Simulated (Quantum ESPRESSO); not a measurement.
CoO in Quantum ESPRESSO: the effect of pseudo set

The system is CoO.

```
CELL_PARAMETERS angstrom
-1.50800 1.50800 2.10725
1.50800 -1.50800 2.10725
1.50800 1.50800 -2.10725
ATOMIC_POSITIONS crystal
Co 0.00000 0.00000 0.00000
O 0.50000 0.50000 0.00000
```

Alike in all runs:

| Quantity | Value |
| --- | --- |
| Program | Quantum ESPRESSO 7.5 |
| Task | phonons |
| Functional | PBE |
| k mesh | 6 × 6 × 6, shifted |
| Occupations | fermi-dirac, width 0.05 eV |
| Spin | collinear spin, ferromagnetic start |
| Starting moments | [2.0, 0.0] μB |

Each run relaxes the cell or the atoms first.

```tsv
pseudo set	cutoff	highest phonon frequency (cm⁻¹)
JTH 2.0 PBE	707 eV	210
SSSP 1.3 efficiency PBE	748 eV	148
GBRV 1.5 PBE	762 eV	?
SG15 PBE 1.2	1197 eV	256
SPMS 1.0 PBE	1197 eV	195
PseudoDojo 0.4.1 SR PBE standard	1306 eV	192
PseudoDojo 0.4 SR PBE stringent	1415 eV	184
```

Question: What does the run with pseudo set GBRV 1.5 PBE give?

Answer: Highest phonon frequency 153 cm⁻¹.

Caveats: all runs use coarse meshes; the mesh is thin for the phonons of a metal; a cell with one magnetic atom can't hold antiferromagnetic order, which such compounds often take; before the sum rule the acoustic modes lie tens of cm⁻¹ from zero, a sign that the density grid also shifts the optical modes (some runs).
